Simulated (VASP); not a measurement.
Y, 3 atoms in the cell. The cell holds a slab with vacuum, 3 atoms: a = 3.651 Å, b = 3.651 Å, c = 20.747 Å, α = 90.00°, β = 90.00°, γ = 120.00°. The slab is cut from a database's or a generator's crystal, which needn't be the stable form of the element. The cell isn't the ideal one: the (0 0 1) slab of Y, cut from the database cell, not relaxed.

```yaml
Program: VASP 6.6.1
Task: work function
Functional: PBE
Potentials_or_basis: VASP PAW PBE potentials, release 64 (Y_sv)
Cutoff: 520 eV
k_mesh: 8 × 8 × 1
Occupations: gaussian, width 0.05 eV
Spin: no spin polarisation
Dipole_correction: yes
Further_INCAR_settings: ALGO = Normal; EDIFF = 1e-06
```

Potentials or basis: VASP PAW PBE potentials, release 64 (Y_sv).

The run is started by

```console
$ cat potpaw_PBE.64/Y_sv/POTCAR > POTCAR
$ mpirun -np 1 vasp_std > vasp.out
```

Hardware: 1 thread of Intel(R) Xeon(R) Platinum 8259CL CPU @ 2.50GHz (Skylake/Cascade Lake), on a shared host.

Task: Estimate the wall time of this run.

Result: It took 2.4 min on 1 thread of Intel(R) Xeon(R) Platinum 8259CL CPU @ 2.50GHz (Skylake/Cascade Lake), on a shared host, peak memory 0.35 GiB. Counts: scf iterations 24, k points 10.
